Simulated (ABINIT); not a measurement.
# MoSe2 (P6_3/mmc) in ABINIT: settings compared

One crystal, MoSe2, is run at these levels: PBEsol, r2SCAN; tasks: band structure.

Program: ABINIT 10.8.3 (patched build). These are calculated values, not measurements. Logs are shortened: lines on timing, memory, paths and dates and some standing lists are left out, and cuts for length are marked. The log counts tension as positive stress, the text compression.

**1. Starting point**

It takes space group P6_3/mmc (No. 194, hexagonal). Conventional cell: a = 3.288 Å, b = 3.288 Å, c = 12.900 Å, α = 90.00°, β = 90.00°, γ = 120.00°. Mo (site symmetry -6m2) is surrounded by 6 Se at 2.49 Å. Around Se (site symmetry 3m) lie 3 Mo at 2.49 Å.

**2. Band structure, PBEsol**

The input, run.abi:

```
ndtset 2

pp_dirpath "./"
pseudos "Mo.GGA_PBE-JTH.xml, Se.GGA_PBE-JTH.xml"

acell 6.2134194978 6.2134194977 24.3774670077
rprim
     1.0000000000     0.0000000000     0.0000000000
    -0.5000000000     0.8660254038     0.0000000000
     0.0000000000     0.0000000000     1.0000000000
ntypat 2
znucl 42 34
natom 6
typat 1 1 2 2 2 2
xred
     0.6666666667     0.3333333333     0.7500000000
     0.3333333333     0.6666666667     0.2500000000
     0.6666666667     0.3333333333     0.3750000000
     0.3333333333     0.6666666667     0.8750000000
     0.6666666667     0.3333333333     0.1250000000
     0.3333333333     0.6666666667     0.6250000000

ecut 15.0
pawecutdg 30.0
pawxcdev 0

ixc -116133

occopt 3
tsmear 0.05 eV

nstep 100

iomode 3
prtwf 0
prteig 0
prtebands 0
enunit 1
prtden1 1

kptopt1 1
ngkpt1 9 9 2
nshiftk1 1
shiftk1 0.0 0.0 0.0
nband1 32
tolvrs1 1.0e-9

iscf2 -2
getden2 1
nband2 38
nbdbuf2 4
tolwfr2 1.0e-11
kptopt2 -7
ndivsm2 8
prteig2 1
prtvol2 -3
kptbounds2
     0.0000000000     0.0000000000     0.0000000000
     0.5000000000     0.0000000000     0.0000000000
     0.3333333333     0.3333333333     0.0000000000
     0.0000000000     0.0000000000     0.0000000000
     0.0000000000     0.0000000000     0.5000000000
     0.5000000000     0.0000000000     0.5000000000
     0.3333333333     0.3333333333     0.5000000000
     0.0000000000     0.0000000000     0.5000000000
```

Potentials or basis: JTH PAW PBE v2.0.

The run is started by

```bash
abinit run.abi > log 2>&1
```

run.abo:

```text
.Version 10.8.3 of ABINIT
 DATASET    1 : space group P6_3/m m c (#194); Bravais hP (primitive hexag.)
================================================================================
 Values of the parameters that define the memory need for DATASET  1.
     intxc =       0    ionmov =       0      iscf =      17    lmnmax =      18
     lnmax =       6     mgfft =      90  mpssoang =       3    mqgrid =    6011
     natom =       6  nloc_mem =       2    nspden =       1   nspinor =       1
    nsppol =       1      nsym =      24    n1xccc =       1    ntypat =       2
    occopt =       3   xclevel =       2
       mpw =        2296          nfft =       51840          nkpt =          24
 PAW method is used; the additional fine FFT grid is defined by:
   mgfftf=       125    nfftf =    128000
================================================================================
================================================================================

 DATASET    2 : space group P6_3/m m c (#194); Bravais hP (primitive hexag.)
================================================================================
 Values of the parameters that define the memory need for DATASET  2.
     intxc =       0    ionmov =       0      iscf =      -2    lmnmax =      18
     lnmax =       6     mgfft =      90  mpssoang =       3    mqgrid =    6011
     natom =       6  nloc_mem =       2    nspden =       1   nspinor =       1
    nsppol =       1      nsym =      24    n1xccc =       1    ntypat =       2
    occopt =       3   xclevel =       2
       mpw =        2322          nfft =       51840          nkpt =         207
 PAW method is used; the additional fine FFT grid is defined by:
   mgfftf=       125    nfftf =    128000
================================================================================
================================================================================

--------------------------------------------------------------------------------
------------- Echo of variables that govern the present computation ------------
--------------------------------------------------------------------------------
 -outvars: echo values of preprocessed input variables --------
            acell      6.2134194978E+00  6.2134194977E+00  2.4377467008E+01 Bohr
              amu      9.59400000E+01  7.89600000E+01
             ecut      1.50000000E+01 Hartree
           enunit           1
           getden1          0
           getden2          1
             iscf1         17
             iscf2         -2
              ixc     -116133
           jdtset        1    2
           kptopt1          1
           kptopt2         -7
         kptrlatt        9    0    0      0    9    0      0    0    2
          kptrlen1     4.87549340E+01
          kptrlen2     3.00000000E+01
            natom           6
            nband1         32
            nband2         38
           nbdbuf1          0
           nbdbuf2          4
           ndtset           2
           ndivsm1          0
           ndivsm2          8
            ngfft          24      24      90
          ngfftdg          32      32     125
             nkpt1         24
             nkpt2        207
            nstep         100
             nsym          24
           ntypat           2
           occopt           3
        pawecutdg      3.00000000E+01 Hartree
         pawxcdev           0
        prtebands           0
           prteig1          0
           prteig2          1
           prtvol1          0
           prtvol2         -3
            prtwf           0
            rprim      1.0000000000E+00  0.0000000000E+00  0.0000000000E+00
                      -5.0000000000E-01  8.6602540380E-01  0.0000000000E+00
                       0.0000000000E+00  0.0000000000E+00  1.0000000000E+00
           shiftk1     0.00000000E+00  0.00000000E+00  0.00000000E+00
           shiftk2     5.00000000E-01  5.00000000E-01  5.00000000E-01
          spgroup         194
           tolvrs1     1.00000000E-09
           tolvrs2     0.00000000E+00
[... 2978 lines left out ...]
 -6.5552E-02 -6.5548E-02  5.7348E-02  5.7348E-02  5.7348E-02  5.7348E-02
  7.7220E-02  7.7224E-02  9.7349E-02  9.7349E-02  9.7349E-02  9.7349E-02
  1.5838E-01  1.5839E-01  2.5464E-01  2.5464E-01  2.5465E-01  2.5465E-01
  2.6809E-01  2.6809E-01  2.6809E-01  2.6809E-01  3.6104E-01  3.6104E-01
  4.5804E-01  4.5823E-01

--- !ResultsGS
iteration_state: {dtset: 2, }
comment   : Summary of ground state results
lattice_vectors:
- [  6.2134195,   0.0000000,   0.0000000, ]
- [ -3.1067097,   5.3809791,   0.0000000, ]
- [  0.0000000,   0.0000000,  24.3774670, ]
lattice_lengths: [   6.21342,    6.21342,   24.37747, ]
lattice_angles: [ 90.000,  90.000, 120.000, ] # degrees, (23, 13, 12)
lattice_volume:   8.1504307E+02
convergence: {deltae:  0.000E+00, res2:  0.000E+00, residm:  9.997E-12, diffor:  0.000E+00, }
etotal    :  -1.76164792E+02
entropy   :   0.00000000E+00
fermie    :   1.79373678E-01
cartesian_stress_tensor: null
pressure_GPa: null
xred      :
- [  6.6667E-01,   3.3333E-01,   7.5000E-01, Mo]
- [  3.3333E-01,   6.6667E-01,   2.5000E-01, Mo]
- [  6.6667E-01,   3.3333E-01,   3.7500E-01, Se]
- [  3.3333E-01,   6.6667E-01,   8.7500E-01, Se]
- [  6.6667E-01,   3.3333E-01,   1.2500E-01, Se]
- [  3.3333E-01,   6.6667E-01,   6.2500E-01, Se]
cartesian_forces: null
force_length_stats: {min: null, max: null, mean: null, }
...

 Integrated electronic density in atomic spheres:
 ------------------------------------------------
 Atom  Sphere_radius  Integrated_density
    1        2.20740         11.31480561
    2        2.20740         11.31480561
    3        2.21132          4.02730044
    4        2.21132          4.02123824
    5        2.21132          4.02123824
    6        2.21132          4.02730044

================================================================================

 ----iterations are completed or convergence reached----

 Mean square residual over all n,k,spin=   58.835E-13; max=  99.973E-13
 reduced coordinates (array xred) for    6 atoms
       0.666666666667      0.333333333333      0.750000000000
       0.333333333333      0.666666666667      0.250000000000
       0.666666666667      0.333333333333      0.375000000000
       0.333333333333      0.666666666667      0.875000000000
       0.666666666667      0.333333333333      0.125000000000
       0.333333333333      0.666666666667      0.625000000000

 cartesian coordinates (angstrom) at end:
    1      1.64399999890157     0.94916384191025     9.67499999344731
    2      0.00000000001764     1.89832768382051     3.22499999781577
    3      1.64399999890157     0.94916384191025     4.83749999672365
    4      0.00000000001764     1.89832768382051    11.28749999235519
    5      1.64399999890157     0.94916384191025     1.61249999890788
    6      0.00000000001764     1.89832768382051     8.06249999453942
 length scales=  6.213419497800  6.213419497700 24.377467007700 bohr
              =  3.287999997786  3.287999997733 12.899999991263 angstroms
 Eigenvalues (   eV  ) for nkpt= 207  k points:
 kpt#   1, nband= 38, wtk=  1.00000, kpt=  0.0000  0.0000  0.0000 (reduced coord)
 -56.72428  -56.72427  -30.92270  -30.92266  -30.74251  -30.74251  -30.74250  -30.74250
 -10.60910  -10.37463   -9.49188   -9.11599   -2.21168   -1.18338    1.14102    1.55460
   1.55460    1.56662    1.56662    2.62939    2.62939    2.66861    2.66861    3.39289
   3.62211    4.50957    6.91328    6.91328    6.96115    6.96115    7.19804    7.19804
   7.37697    7.37697    9.58527    9.99969   12.29874   12.50473
 kpt#   2, nband= 38, wtk=  1.00000, kpt=  0.0139  0.0000  0.0000 (reduced coord)
 -56.72423  -56.72422  -30.92259  -30.92254  -30.74305  -30.74305  -30.74263  -30.74263
 -10.60631  -10.37188   -9.49035   -9.11473   -2.20834   -1.18010    1.13605    1.54725
   1.55735    1.55951    1.56953    2.61517    2.62451    2.66388    2.67086    3.39340
   3.63072    4.50475    6.90488    6.91744    6.95171    6.96680    7.19020    7.19288
   7.35965    7.37276    9.60508   10.01548   12.31835   12.62434
 kpt#   3, nband= 38, wtk=  1.00000, kpt=  0.0278  0.0000  0.0000 (reduced coord)
 -56.72409  -56.72408  -30.92225  -30.92220  -30.74469  -30.74469  -30.74300  -30.74300
 -10.59795  -10.36365   -9.48578   -9.11099   -2.19836   -1.17030    1.12130    1.52533
   1.53833    1.56560    1.57823    2.57431    2.60997    2.64982    2.67731    3.39489
   3.65448    4.49025    6.88066    6.92406    6.92990    6.98352    7.16713    7.17754
[... 1211 lines left out ...]
   4.30016    4.30035    6.89621    6.89627    6.94670    6.94678    7.24854    7.24860
   7.27832    7.27840    9.89122    9.89125   12.53307   12.53455
 kpt# 206, nband= 38, wtk=  1.00000, kpt=  0.0079  0.0079  0.5000 (reduced coord)
 -56.72423  -56.72423  -30.92257  -30.92257  -30.74304  -30.74304  -30.74263  -30.74263
 -10.50577  -10.50565   -9.28787   -9.28775   -1.78066   -1.78056    1.55341    1.55341
   1.56329    1.56329    2.08887    2.08898    2.64429    2.64429    2.65760    2.65760
   4.30743    4.30762    6.92077    6.92084    6.93359    6.93367    7.28312    7.28319
   7.29085    7.29093    9.84138    9.84140   12.48505   12.48893
 kpt# 207, nband= 38, wtk=  1.00000, kpt=  0.0000  0.0000  0.5000 (reduced coord)
 -56.72428  -56.72428  -30.92268  -30.92268  -30.74251  -30.74251  -30.74251  -30.74251
 -10.50847  -10.50835   -9.28924   -9.28913   -1.78376   -1.78366    1.56051    1.56051
   1.56052    1.56052    2.10127    2.10139    2.64901    2.64901    2.64901    2.64901
   4.30979    4.30998    6.92917    6.92917    6.92924    6.92924    7.29505    7.29505
   7.29513    7.29513    9.82444    9.82446   12.46396   12.46896

== END DATASET(S) ==============================================================
================================================================================

 -outvars: echo values of variables after computation  --------
            acell      6.2134194978E+00  6.2134194977E+00  2.4377467008E+01 Bohr
           etotal1    -1.7616479222E+02
            fcart1     8.3060597248E-29 -4.6078555903E-28  7.4125979547E-22
                       8.3060597248E-29  1.1404963837E-27 -7.4125979547E-22
                      -1.1195123977E-28 -2.4811530102E-28  1.6566804737E-02
                      -6.8615275987E-29 -3.4819542244E-28  1.6566804737E-02
                      -9.0283257878E-29  2.8981535161E-28 -1.6566804737E-02
                       1.0472857914E-28 -3.7321545279E-28 -1.6566804737E-02
            rprim      1.0000000000E+00  0.0000000000E+00  0.0000000000E+00
                      -5.0000000000E-01  8.6602540380E-01  0.0000000000E+00
                       0.0000000000E+00  0.0000000000E+00  1.0000000000E+00
           strten1    -5.7373531590E-05 -5.7373531643E-05 -2.5218013081E-04
                       0.0000000000E+00  0.0000000000E+00 -1.3053116699E-13
           xangst      1.6439999989E+00  9.4916384191E-01  9.6749999934E+00
                       1.7639285933E-11  1.8983276838E+00  3.2249999978E+00
                       1.6439999989E+00  9.4916384191E-01  4.8374999967E+00
                       1.7639285933E-11  1.8983276838E+00  1.1287499992E+01
                       1.6439999989E+00  9.4916384191E-01  1.6124999989E+00
                       1.7639285933E-11  1.8983276838E+00  8.0624999945E+00
             xred      6.6666666667E-01  3.3333333333E-01  7.5000000000E-01
                       3.3333333333E-01  6.6666666667E-01  2.5000000000E-01
                       6.6666666667E-01  3.3333333333E-01  3.7500000000E-01
                       3.3333333333E-01  6.6666666667E-01  8.7500000000E-01
                       6.6666666667E-01  3.3333333333E-01  1.2500000000E-01
                       3.3333333333E-01  6.6666666667E-01  6.2500000000E-01
 Calculation completed.
```

Wall time 8.6 min (1 thread of Arm Neoverse V1, shared host); peak memory 0.42 GiB.

Results:

| Property | Result |
| --- | --- |
| Free energy | -4793.6882 eV |
| Pressure | 3.6 GPa |
| Largest force | 0.852 eV/Å |
| Band gap on the k mesh | 0.88 eV, indirect (least direct gap 1.38 eV) |
| Band gap along the path | 0.81 eV, indirect (least direct gap 1.38 eV) |
| Valence electrons inside the program's atomic spheres | Mo 11.31; Se 4.03, 4.02 |

Forces on the atoms (eV/Å):
```
Mo   0.000  0.000  0.000
Mo   0.000  0.000  0.000
Se   0.000  0.000  0.852
Se   0.000  0.000  0.852
Se   0.000  0.000 -0.852
Se   0.000  0.000 -0.852
```

Levels at the corners of the path, in eV from the valence-band top:
| point | band 23 | band 24 | band 25 | band 26 | band 27 | band 28 | band 29 | band 30 |
| --- | --- | --- | --- | --- | --- | --- | --- | --- |
| Γ | -1.84 | -1.12 | -0.89 | 0.00 | 2.40 | 2.40 | 2.45 | 2.45 |
| M | -1.41 | -1.36 | -1.24 | -1.21 | 1.37 | 1.42 | 1.72 | 1.99 |
| K | -2.47 | -2.47 | -0.68 | -0.50 | 0.88 | 0.88 | 1.69 | 2.67 |
| Γ | -1.84 | -1.12 | -0.89 | 0.00 | 2.40 | 2.40 | 2.45 | 2.45 |
| A | -1.86 | -1.86 | -0.20 | -0.20 | 2.42 | 2.42 | 2.42 | 2.42 |
| L | -1.31 | -1.31 | -1.29 | -1.29 | 1.39 | 1.39 | 1.87 | 1.87 |
| H | -2.61 | -2.61 | -0.60 | -0.60 | 0.88 | 0.88 | 2.16 | 2.16 |
| A | -1.86 | -1.86 | -0.20 | -0.20 | 2.42 | 2.42 | 2.42 | 2.42 |

Caveat: the PAW data sets were made with another functional, which shifts forces and pressure a little; the cell's inner coordinates are idealised or old, which leaves forces on the atoms; this functional lacks dispersion, which binds the layers, so the pressure and a relaxed spacing across them are unreliable.

**3. Band structure, r2SCAN**

Edit run.abi of step 2 so:

```diff
@@ -22,7 +22,8 @@
 
-ecut 15.0
-pawecutdg 30.0
+ecut 18.0
+pawecutdg 36.0
+
+ixc -497498
+usekden 1
 pawxcdev 0
-
-ixc -116133
 
@@ -39,2 +40,3 @@
 prtden1 1
+prtkden1 1
 
@@ -45,3 +47,3 @@
 nband1 32
-tolvrs1 1.0e-9
+tolvrs1 1.0e-7
 
@@ -49,2 +51,3 @@
 getden2 1
+getkden2 1
 nband2 38
```

Potentials or basis: JTH PAW PBE v2.0.

The run is started by

```bash
abinit run.abi > log 2>&1
```

It took 27 min on 1 thread of Arm Neoverse V1, shared host; peak memory 0.55 GiB.

It converged, with:

| Quantity | Value |
| --- | --- |
| Free energy | -2900.9895 eV |
| Pressure | 7.2 GPa |
| Largest force | 0.902 eV/Å |
| Band gap on the k mesh | 0.96 eV, indirect (least direct gap 1.48 eV) |
| Band gap along the path | 0.96 eV, indirect (least direct gap 1.48 eV) |
| Valence electrons inside the program's atomic spheres | Mo 11.30; Se 4.06, 4.05 |

Forces on the atoms (eV/Å):
```
Mo   0.000  0.000  0.000
Mo   0.000  0.000  0.000
Se   0.000  0.000  0.902
Se   0.000  0.000  0.902
Se   0.000  0.000 -0.902
Se   0.000  0.000 -0.902
```

Stress tensor (GPa, compression positive):
```
5.91 0.00 0.00
0.00 5.91 0.00
0.00 0.00 9.86
```

Levels at the corners of the path, in eV from the valence-band top:
```
point  band 23  band 24  band 25  band 26  band 27  band 28  band 29  band 30
    Γ    -1.97    -1.10    -1.01     0.00     2.51     2.51     2.56     2.56
    M    -1.56    -1.38    -1.36    -1.27     1.46     1.51     1.84     2.10
    K    -2.64    -2.64    -0.68    -0.52     0.96     0.96     1.88     2.83
    Γ    -1.97    -1.10    -1.01     0.00     2.51     2.51     2.56     2.56
    A    -1.99    -1.99    -0.22    -0.22     2.53     2.53     2.53     2.53
    L    -1.46    -1.46    -1.31    -1.31     1.49     1.49     1.98     1.98
    H    -2.79    -2.79    -0.61    -0.61     0.96     0.96     2.34     2.34
    A    -1.99    -1.99    -0.22    -0.22     2.53     2.53     2.53     2.53
```

Caveat: totals of a meta-GGA on PAW files have another zero than those of a GGA; the PAW data sets were made with another functional, which shifts forces and pressure a little; the cell's inner coordinates are idealised or old, which leaves forces on the atoms. r2SCAN opens gaps a little over a GGA but as a rule still falls short of measured ones.
